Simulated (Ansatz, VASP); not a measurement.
Two plane-wave programs on CdS (Hawleyite)

Contents of INCAR:

```
PREC = Accurate
ENCUT = 520
EDIFF = 1E-7
ISMEAR = -1
SIGMA = 0.05
LREAL = False
LASPH = True
NELM = 100
ALGO = Normal
ISIF = 2
LWAVE = False
LCHARG = False
GGA = PE
NBANDS = 16
```

File KPOINTS:

```
regular mesh
0
Gamma
  8 8 8
```

Contents of POSCAR:

```
CdS
1.0
    0.0000000000      2.8569628861      2.8569628861
    2.8569628861      0.0000000000      2.8569628861
    2.8569628861      2.8569628861      0.0000000000
Cd S
1 1
Direct
    0.0000000000      0.0000000000      0.0000000000
    0.7500000000      0.7500000000      0.7500000000
```

The input input.yaml:

```yaml
crystal:
  lattice:
    - [0.0, 2.8569628861, 2.8569628861]
    - [2.8569628861, 0.0, 2.8569628861]
    - [2.8569628861, 2.8569628861, 0.0]
  atoms:
    - { symbol: Cd, position: [0.0, 0.0, 0.0] }
    - { symbol: S, position: [0.75, 0.75, 0.75] }
hamiltonian:
  xc: pbe
  pseudopotentials: { kind: paw }
kpoints:
  mp_grid: { grid: [8, 8, 8] }
scf:
  occupations: { method: fermi_dirac, width: 0.05 }
output:
  forces: true
  stress: true
  eigenvalues: true
```

Change from the starting cell: volume scaled by 0.94.

Alike in both runs: task single point; functional PBE; k mesh 8 × 8 × 8; occupations fermi-dirac, width 0.05 eV; no spin polarisation.

|  | VASP | Ansatz |
| --- | --- | --- |
| version | VASP 6.6.1 | Ansatz 0.2.0 |
| potentials or method | VASP PAW PBE potentials, release 64 (Cd, S) | Ansatz PAW |
| plane-wave cutoff (eV) | 520 | 420 |
| valence electrons in the cell | 18 | 26 |

```csv
,VASP,Ansatz,Ansatz less VASP
gap on the k mesh at the Fermi level (eV),1.28,1.27,-0.008
least direct gap on the mesh (eV),1.28,1.27,-0.008
pressure (GPa),8.0,7.5,-0.47
```

The two sets of potentials don't hold the same shells in valence.
